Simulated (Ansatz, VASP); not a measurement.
## One calculation of LiH, two programs

File INCAR:

```
SYSTEM = LiH
  PREC = Accurate
  ENCUT = 520
  EDIFF = 1E-6
  ISMEAR = 0
  SIGMA = 0.05
  LREAL = .False.
  LASPH = .True.
  NELM = 100
  ALGO = Normal
  ISIF = 2
  LWAVE = .False.
  LCHARG = .False.
  GGA = PS
  NBANDS = 9
```

Contents of KPOINTS:

```
Automatic mesh
0
Gamma
  10 10 10
  0 0 0
```

The input POSCAR:

```
LiH
1.0
    0.0000000000      1.9512000000      2.0325000000
    1.9512000000      0.0000000000      2.0325000000
    1.9512000000      1.9512000000      0.0000000000
Li H
1 1
Direct
    0.0000000000      0.0000000000      0.0000000000
    0.5000000000      0.5000000000      0.5000000000
```

Input for Ansatz:

```yaml
crystal:
  lattice:
    - [0.0, 1.9512, 2.0325]
    - [1.9512, 0.0, 2.0325]
    - [1.9512, 1.9512, 0.0]
  atoms:
    - { symbol: Li, position: [0.0, 0.0, 0.0] }
    - { symbol: H, position: [0.5, 0.5, 0.5] }
basis:
  ecutwfc: 420
kpoints:
  mp_grid: { grid: [10, 10, 10] }
hamiltonian:
  xc: pbesol
scf:
  occupations: { method: gaussian, width: 0.05 }
output:
  forces: true
  stress: true
  eigenvalues: true
```

Change from the starting cell: strain -0.040 along x and y, +0.000 along z, atoms carried along.

Alike in both runs: task single point; functional PBEsol; k mesh 10 × 10 × 10; occupations gaussian, width 0.05 eV; no spin polarisation.

|  | VASP | Ansatz |
| --- | --- | --- |
| version | VASP 6.6.1 | Ansatz 0.2.0 |
| potentials or method | VASP PAW PBE potentials, release 64 (Li_sv, H) | scalar-relativistic, plane waves, PAW |
| plane-wave cutoff (eV) | 520 | 420 |
| valence electrons in the cell | 4 | 4 |

|  | VASP | Ansatz | Ansatz less VASP |
| --- | --- | --- | --- |
| gap on the k mesh at the Fermi level (eV) | 2.24 | 2.24 | +0.001 |
| least direct gap on the mesh (eV) | 2.57 | 2.57 | +0.002 |

 A k mesh can miss the band edges.
